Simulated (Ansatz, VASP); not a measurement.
Two plane-wave programs on C

Contents of INCAR:

```
SYSTEM = C
PREC = Accurate ; ENCUT = 520
EDIFF = 1E-6 ; ISMEAR = 0
SIGMA = 0.01 ; LREAL = .False.
LASPH = .True. ; NELM = 100
ALGO = Normal ; ISIF = 2
LWAVE = .False. ; LCHARG = .False.
GGA = CA ; NBANDS = 16
```

Contents of KPOINTS:

```
Automatic mesh
0
Gamma
  9 9 6
  0 0 0
```

File POSCAR:

```
C
1.0
    2.4825110139      0.0000000000      0.0000000000
   -1.2412555070      2.1499176032      0.0000000000
    0.0000000000      0.0000000000      4.1979202822
C
4
Direct
    0.3333333333      0.6666666667     -0.0002181980
    0.6666666667      0.3333333333      0.4997818020
    0.3333333333      0.6666666667      0.3742181980
    0.6666666667      0.3333333333      0.8742181980
```

Input for Ansatz:

```yaml
crystal:
  lattice:
    - [2.4825110139, 0.0, 0.0]
    - [-1.241255507, 2.1499176032, 0.0]
    - [0.0, 0.0, 4.1979202822]
  atoms:
    - { symbol: C, position: [0.3333333333, 0.6666666667, -0.000218198] }
    - { symbol: C, position: [0.6666666667, 0.3333333333, 0.499781802] }
    - { symbol: C, position: [0.3333333333, 0.6666666667, 0.374218198] }
    - { symbol: C, position: [0.6666666667, 0.3333333333, 0.874218198] }
basis:
  ecutwfc: 420
kpoints:
  mp_grid: { grid: [9, 9, 6] }
  band_path:
    path:
      - [0.0, 0.0, 0.0]
      - [0.0, 0.0, 0.0]
      - [0.5, 0.0, 0.0]
      - [0.5, 0.0, 0.0]
      - [0.3333333333, 0.3333333333, 0.0]
      - [0.0, 0.0, 0.5]
      - [0.0047412468, -0.0023706234, 0.0]
      - [-0.0047412468, 0.0023706234, 0.0]
      - [0.0, 0.0, 0.0080174372]
      - [0.0, 0.0, -0.0080174372]
      - [0.0047412468, -0.0023706234, 0.0]
      - [-0.0047412468, 0.0023706234, 0.0]
      - [0.0, 0.0, 0.0080174372]
      - [0.0, 0.0, -0.0080174372]
    npoints: 1
hamiltonian:
  xc: lda
  pseudopotentials: { kind: paw, azcp: { folder: soft_1 } }
scf:
  occupations: { method: fixed }
  n_extra_bands: 6
output:
  forces: true
  stress: true
  eigenvalues: true
```

Alike in both runs: task single point; functional LDA; k mesh 9 × 9 × 6; no spin polarisation.

|  | VASP | Ansatz |
| --- | --- | --- |
| version | VASP 6.6.1 | Ansatz 0.2.0 |
| potentials or method | VASP PAW LDA potentials, release 64 (C) | scalar-relativistic, plane waves, PAW |
| plane-wave cutoff (eV) | 520 | 420 |
| occupations | gaussian, width 0.01 eV | fixed |
| valence electrons in the cell | 16 | 16 |

```tsv
	VASP	Ansatz	Ansatz less VASP
gap on the k mesh at the Fermi level (eV)	3.05	3.07	+0.021
least direct gap on the mesh (eV)	4.90	4.89	-0.001
pressure (GPa)	-4.9	-6.5	-1.65
largest component of the traceless stress (GPa)	13.18	13.05	-0.130
rms of the force components (eV/Å)	0.007	0.001	-0.0064
```

Atom by atom the forces differ by 0.006 eV/Å (rms over components). Ansatz warned: «pseudo_functional_mismatch».

Caveats: an odd mesh through Γ misses points on the zone boundary, where band edges often lie.
